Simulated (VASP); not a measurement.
# Ga4As3P (Cm) in VASP: further runs, part 2 of 2

VASP 6.6.1. Earlier steps stand in the parts before.

### Step 3. Band structure, PBEsol

This run uses another cell than the first one, of 19.32 Å³/atom, 0.875 times its volume.

File POSCAR:

```
Ga4As3P                                 
1.0
   -2.6846243983      2.6846243983      0.0000000000
   -2.6820169380     -5.3666413364      2.6822175579
    2.6829637859      2.6829637859      5.3646700762
  Ga              As              P             
     4     3     1
Direct
     0.9942575676371534    0.9885151352743068    0.9988285183298632
     0.7514240065502156    0.5028480131004308    0.2424082487967491
     0.5015754360994843    0.0031508721989688    0.5000226018860849
     0.2527768691227688    0.5055537382455375    0.7589427099349673
     0.5620617340676863    0.1241234681353727    0.1841425025392378
     0.3124102865806234    0.6248205731612467    0.4383260171829815
     0.0636645055241271    0.1273290110482543    0.6911073661830522
     0.8118295944179412    0.6236591888358829    0.9362220351470639
```

File INCAR.step1:

```
SYSTEM = Ga4As3P
PREC = Accurate
ENCUT = 200
EDIFF = 1E-7
ISMEAR = 0
SIGMA = 0.02
LREAL = .False.
LASPH = .True.
NELM = 100
ALGO = Normal
ISIF = 2
LWAVE = .False.
LCHARG = .True.
GGA = PS
NBANDS = 46
KPAR = 2
```

File KPOINTS.step1:

```
regular mesh
0
Gamma
  7 7 4
  0 0 0
```

File INCAR.step2:

```
SYSTEM = Ga4As3P
PREC = Accurate
ENCUT = 200
EDIFF = 1E-7
ISMEAR = 0
SIGMA = 0.05
LREAL = .False.
LASPH = .True.
NELM = 100
ALGO = Normal
ISIF = 2
LWAVE = .False.
LCHARG = .False.
GGA = PS
NBANDS = 46
ICHARG = 11
KPAR = 2
```

File KPOINTS.step2:

```
path GYFLI,I1ZF1,YX1,XGN,MG
10
line-mode
reciprocal
 0.0000000000  0.0000000000  0.0000000000  G
 0.0000000000 -0.5000000000  1.0000000000  Y

 0.0000000000 -0.5000000000  1.0000000000  Y
 0.0000000000  0.2031250000  1.2812500000  F

 0.0000000000  0.2031250000  1.2812500000  F
 0.0000000000 -0.5000000000  0.5000000000  L

 0.0000000000 -0.5000000000  0.5000000000  L
 0.4687500000 -0.7343750000  0.5000000000  I

 0.5312500000 -0.2656250000 -0.5000000000  I1
 0.0000000000  0.0000000000 -0.5000000000  Z

 0.0000000000  0.0000000000 -0.5000000000  Z
 0.0000000000 -1.2031250000 -0.2812500000  F1

 0.0000000000 -0.5000000000  1.0000000000  Y
 0.3125000000 -0.6562500000  1.0000000000  X1

 0.6875000000 -0.3437500000  0.0000000000  X
 0.0000000000  0.0000000000  0.0000000000  G

 0.0000000000  0.0000000000  0.0000000000  G
 0.5000000000 -0.5000000000  0.5000000000  N

 0.5000000000 -0.5000000000  0.0000000000  M
 0.0000000000  0.0000000000  0.0000000000  G
```

Potentials or basis: VASP PAW PBE potentials, release 64 (Ga_d, As, P).

Command:

```bash
> cat potpaw_PBE.64/Ga_d/POTCAR potpaw_PBE.64/As/POTCAR potpaw_PBE.64/P/POTCAR > POTCAR
> cp INCAR.step1 INCAR
> cp KPOINTS.step1 KPOINTS
> mpirun -np 2 vasp_std > vasp.out
> cp INCAR.step2 INCAR
> cp KPOINTS.step2 KPOINTS
> mpirun -np 2 vasp_std > vasp.out
```

OUTCAR:

```text
SYSTEM = Ga4As3P
   PREC = Accurate
   ENCUT = 200
   EDIFF = 1E-7
   ISMEAR = 0
   LREAL = .False.
   LASPH = .True.
   NELM = 100
   ISIF = 2
   GGA = PS
   ICHARG = 11

 ion  position               nearest neighbor table
   1  0.994  0.989  0.999-   8 2.26   5 2.33   5 2.33   7 2.34
   2  0.751  0.503  0.242-   8 2.27   6 2.35   6 2.35   5 2.35
   3  0.502  0.003  0.500-   5 2.33   7 2.33   7 2.33   6 2.34
   4  0.253  0.506  0.759-   8 2.28   8 2.28   7 2.34   6 2.36
   5  0.562  0.124  0.184-   3 2.33   1 2.33   1 2.33   2 2.35
   6  0.312  0.625  0.438-   3 2.34   2 2.35   2 2.35   4 2.36
   7  0.064  0.127  0.691-   3 2.33   3 2.33   1 2.34   4 2.34
   8  0.812  0.624  0.936-   1 2.26   2 2.27   4 2.28   4 2.28

  LATTYP: Found a base centered monoclinic cell.
 ALAT       =    12.5832811360
 B/A-ratio  =     0.3017203695
 C/A-ratio  =     0.5221901587
 COS(beta)  =    -0.1742811013

  Lattice vectors:

 A1 = (  -5.3666413363,  -2.6820169381,   2.6822175579)
 A2 = (  -2.6820169380,  -5.3666413364,   2.6822175579)
 A3 = (   2.6829637859,   2.6829637859,   5.3646700762)

Analysis of symmetry for initial positions (statically):
[... 190 lines left out ...]
      3     -10.3112      2.00000
      4     -10.2666      2.00000
      5     -10.2535      2.00000
      6     -10.2253      2.00000
[... 1165 lines left out ...]
     45       9.9195      0.00000
     46      10.0445      0.00000

 [... further k-points ...]

------------------------ aborting loop because EDIFF is reached ----------------------------------------

  FORCE on cell =-STRESS in cart. coord.  units (eV):
  Direction    XX          YY          ZZ          XY          YZ          ZX
  --------------------------------------------------------------------------------------
  -------------------------------------------------------------------------------------
  Total       -9.9529615     -9.9529615    -10.9183634     -7.1897550      0.6673326      0.6673325
  in kB     -103.1753001   -103.1753001   -113.1829374    -74.5310965      6.9177644      6.9177629
  external PRESSURE =    -106.5111792 kB  Pullay stress =       0.0000000 kB

 VOLUME and BASIS-vectors are now :
 -----------------------------------------------------------------------------
  energy-cutoff  :      200.00
  volume of cell :      154.56
      direct lattice vectors                 reciprocal lattice vectors
    -2.684624398  2.684624398  0.000000000    -0.232837582  0.139654004  0.046602711
    -2.682016938 -5.366641336  2.682217558    -0.093183579 -0.093183579  0.093205421
     2.682963786  2.682963786  5.364670076     0.046589749  0.046589749  0.139804083

 POSITION                                       TOTAL-FORCE (eV/Angst)
 -----------------------------------------------------------------------------------
     -2.64060      0.04402      8.00980         0.032272      0.032272     -0.290174
     -2.71557     -0.03094      2.64919         0.019027      0.019027     -0.267770
     -0.01345      2.67117      2.69091         0.018067      0.018067     -0.271185
      0.00170      0.00170      5.42748         0.028669      0.028669     -0.261047
     -1.34778      1.33685      1.32079        -0.046540     -0.046540      0.263273
     -1.33847     -1.33847      4.02738        -0.016599     -0.016599      0.243426
      1.34180      1.34180      4.04909        -0.016934     -0.016934      0.293761
     -1.34027      1.34435      6.69531        -0.017962     -0.017962      0.289715
 -----------------------------------------------------------------------------------
    total drift:                               -0.009706     -0.011425      0.206330

  FREE ENERGIE OF THE ION-ELECTRON SYSTEM (eV)
  ---------------------------------------------------
  free  energy   TOTEN  =       -29.2048374586 eV

  energy  without entropy=      -29.2048374586  energy(sigma->0) =      -29.20483746
```

OUTCAR.step1:

```text
SYSTEM = Ga4As3P
   PREC = Accurate
   ENCUT = 200
   EDIFF = 1E-7
   ISMEAR = 0
   LREAL = .False.
   LASPH = .True.
   NELM = 100
[... 1424 lines left out ...]
     -1.33847     -1.33847      4.02738         0.001169      0.001169     -0.006517
      1.34180      1.34180      4.04909         0.002352      0.002352      0.001255
     -1.34027      1.34435      6.69531         0.012904      0.012904     -0.005312
 -----------------------------------------------------------------------------------
    total drift:                               -0.000467     -0.002294      0.005120

  FREE ENERGIE OF THE ION-ELECTRON SYSTEM (eV)
  ---------------------------------------------------
  free  energy   TOTEN  =       -34.6846135348 eV

  energy  without entropy=      -34.6846135348  energy(sigma->0) =      -34.68461353
```

Run time: 2.1 min. Hardware: 2 MPI ranks of Intel Xeon Platinum 8259CL at 2.50GHz (Skylake/Cascade Lake), shared host; peak memory 0.23 GiB.

The run converged, but a check on its numbers failed (symmetry, net force, bounds or a known fault of this set-up), so they aren't taken as properties of the crystal.

Caveat: the cutoff lies under the usual one of these potentials, so the numbers hold a large basis-set error; the log is that of the step along the path at fixed density, whose energy, stress, charges and moments have no meaning; the PAW data sets were made with another functional, which shifts forces and pressure a little.

### Step 4. Band structure, PBEsol

This run uses another cell than the first one, of 22.32 Å³/atom, 1.011 times its volume.

File INCAR:

```
  PREC = Accurate
  ENCUT = 520
  EDIFF = 1E-6
  ISMEAR = 0
  SIGMA = 0.02
  LREAL = F
  LASPH = T
  NELM = 80
  ALGO = Normal
  ISIF = 2
  LWAVE = F
  LCHARG = F
  GGA = PS
  KPAR = 2
```

File KPOINTS:

```
regular mesh
0
Gamma
  2 2 2
```

File POSCAR:

```
Ga4As3P                                 
1.0
   -2.9926883328      2.9926883328      0.0000000000
   -2.6788020447     -5.6714903775      2.6389036934
    2.8141259167      2.8141259167      5.3679587129
  Ga              As              P             
     4     3     1
Direct
     0.9956910949447512    0.9913821898895023    0.0010076020182748
     0.7524354471688084    0.5048708943376163    0.2451979001706296
     0.5025196903704043    0.0050393807408091    0.5028681131261096
     0.2542703811462722    0.5085407622925443    0.7619220909993246
     0.5607889770487903    0.1215779540975804    0.1809264379020646
     0.3107101914815875    0.6214203829631749    0.4354402784967861
     0.0626823576557922    0.1253647153115843    0.6879284817998489
     0.8109018601835941    0.6218037203671883    0.9347090954869620
```

File KPOINTS_OPT:

```
path GYFLI,I1ZF1,YX1,XGN,MG
15
line-mode
reciprocal
 0.0000000000  0.0000000000  0.0000000000  G
 0.0000000000 -0.5000000000  1.0000000000  Y

 0.0000000000 -0.5000000000  1.0000000000  Y
 0.0000000000  0.2031250000  1.2812500000  F

 0.0000000000  0.2031250000  1.2812500000  F
 0.0000000000 -0.5000000000  0.5000000000  L

 0.0000000000 -0.5000000000  0.5000000000  L
 0.4687500000 -0.7343750000  0.5000000000  I

 0.5312500000 -0.2656250000 -0.5000000000  I1
 0.0000000000  0.0000000000 -0.5000000000  Z

 0.0000000000  0.0000000000 -0.5000000000  Z
 0.0000000000 -1.2031250000 -0.2812500000  F1

 0.0000000000 -0.5000000000  1.0000000000  Y
 0.3125000000 -0.6562500000  1.0000000000  X1

 0.6875000000 -0.3437500000  0.0000000000  X
 0.0000000000  0.0000000000  0.0000000000  G

 0.0000000000  0.0000000000  0.0000000000  G
 0.5000000000 -0.5000000000  0.5000000000  N

 0.5000000000 -0.5000000000  0.0000000000  M
 0.0000000000  0.0000000000  0.0000000000  G
```

Command:

```bash
> cat potpaw_PBE.64/Ga_d/POTCAR potpaw_PBE.64/As/POTCAR potpaw_PBE.64/P/POTCAR > POTCAR
> mpirun -np 2 vasp_std > vasp.out
```

Wall time 9.4 min (2 MPI ranks of AMD EPYC 7R43 (Zen 3), shared host); peak memory 0.25 GiB.

It converged, with:

| Property | Result |
| --- | --- |
| Free energy | -35.4811 eV |
| Pressure | 0.0 GPa |
| Largest force | 0.011 eV/Å |
| Band gap on the k mesh | 0.31 eV, direct |
| Band gap along the path | 0.30 eV, indirect (least direct gap 0.31 eV) |

Forces in eV/Å, atoms in the order of the input:
```
Ga   0.001  0.001 -0.011
Ga   0.007  0.007 -0.002
Ga  -0.003 -0.003  0.004
Ga   0.004  0.004  0.006
As  -0.004 -0.004 -0.004
As  -0.006 -0.006  0.004
As  -0.003 -0.003  0.005
P    0.004  0.004 -0.001
```

Levels at the corners of the path, in eV from the valence-band top:
```tsv
point	band 34	band 35	band 36	band 37	band 38	band 39
Γ	-0.38	-0.09	-0.01	0.30	0.43	1.22
Y	-1.09	-0.86	-0.59	0.42	0.50	0.86
Y	-1.09	-0.86	-0.59	0.42	0.50	0.86
F	-1.42	-1.41	-0.95	0.80	1.35	1.48
F	-1.42	-1.41	-0.95	0.80	1.35	1.48
L	-1.83	-1.35	-1.12	1.15	1.41	1.63
L	-1.83	-1.35	-1.12	1.15	1.41	1.63
I	-2.35	-1.35	-1.27	1.56	1.73	2.23
I1	-2.35	-1.35	-1.27	1.56	1.73	2.23
Z	-1.61	-1.37	-1.24	1.24	1.55	2.04
Z	-1.61	-1.37	-1.24	1.24	1.55	2.04
F1	-1.42	-1.41	-0.95	0.80	1.35	1.48
Y	-1.09	-0.86	-0.59	0.42	0.50	0.86
X1	-2.15	-1.63	-1.52	2.01	2.86	2.99
X	-2.15	-1.63	-1.52	2.01	2.86	2.99
Γ	-0.38	-0.09	-0.01	0.30	0.43	1.22
Γ	-0.38	-0.09	-0.01	0.30	0.43	1.22
N	-1.85	-1.30	-0.84	1.16	1.37	1.72
M	-2.61	-1.95	-1.78	3.14	3.23	3.27
Γ	-0.38	-0.09	-0.01	0.30	0.43	1.22
```

Caveat: the k mesh is coarse (spacing up to 0.78 Å⁻¹), so the values aren't converged; the PAW data sets were made with another functional, which shifts forces and pressure a little. As with any semilocal functional, this PBEsol gap is likely too small.
